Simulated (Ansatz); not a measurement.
Below is a relaxed structure of Sr. The cell was reached from a generator's guess, though it ends in a space group that the Crystallography Open Database lists for this formula.

Level of theory: DFT PBE, scalar-relativistic, plane waves, PAW in Ansatz 0.2.0. Cutoff 420 eV, Γ-centred mesh, Gaussian smearing, no spin polarisation.

```xyz
3
Lattice="6.8507 0.0000 0.0000 -3.4254 5.9329 0.0000 0.0000 0.0000 4.0751" Properties=species:S:1:pos:R:3 pbc="T T T"
Sr    0.0000    0.0000    0.0000
Sr    0.0000    3.9553    2.0376
Sr    3.4254    1.9776    2.0376
```

Energies count from the standard state of Sr at the same level.

Question: What space group does it have?

Answer: P6/mmm (No. 191), the omega type. Conventional cell: a = 6.851 Å, c = 4.075 Å. Sr on a site of symmetry 6/mmm has 2 Sr at 4.08 Å and 12 Sr at 4.45 Å; Sr on a site of symmetry -6m2 has 5 Sr at 3.96–4.08 Å and 6 Sr at 4.45 Å.

Question: How far does it lie from the standard state of Sr?

Answer: +0.06 eV/atom. It lies above the standard state, so it could only be metastable.

Question: Is it a metal?

Answer: Yes, bands cross the Fermi level on the 12×12×12 mesh.

The last run used a 12×12×12 mesh for its 3-atom cell and Gaussian smearing of 0.10 eV. A later test with randomly moved atoms led to a structure 52 meV/atom lower, so this end is a saddle point or a shallow minimum.
